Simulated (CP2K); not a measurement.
Ca:

```xyz
1
Lattice="3.8143 0.0000 0.0000 -1.2854 3.5912 0.0000 -1.2644 -1.7956 3.1186" Properties=species:S:1:pos:R:3 pbc="T T T"
Ca    1.2644    1.7956    0.0000
```

This isn't the form of Ca at room conditions, which is fcc.

Base run:

```yaml
Program: CP2K 2026.2
Functional: PBE
Potentials_or_basis: POTENTIAL_UZH Ca GTH-PBE-q10; ccGRB-D basis
Density_cutoff: 7483 eV
k_mesh: 9 × 9 × 9
Occupations: fermi-dirac, width 0.05 eV
Spin: no spin polarisation
```

Its results: band gap on the k mesh none (metal or under the smearing width); pressure 2.2 GPa.

Q: The run is repeated on the same cell with these changes: potentials or basis from POTENTIAL_UZH Ca GTH-PBE-q10; ccGRB-D basis to POTENTIAL_UZH Ca GTH-PBE-q10; DZVP-MOLOPT-PBE-GTH basis; basis sets from Ca ccGRB-D-q10 to Ca DZVP-MOLOPT-PBE-GTH-q10. What comes out?

A: Band gap on the k mesh none (metal or under the smearing width); pressure 0.4 GPa.

Caveats: the basis of atomic orbitals isn't converged, which shifts pressures, moduli and gaps.
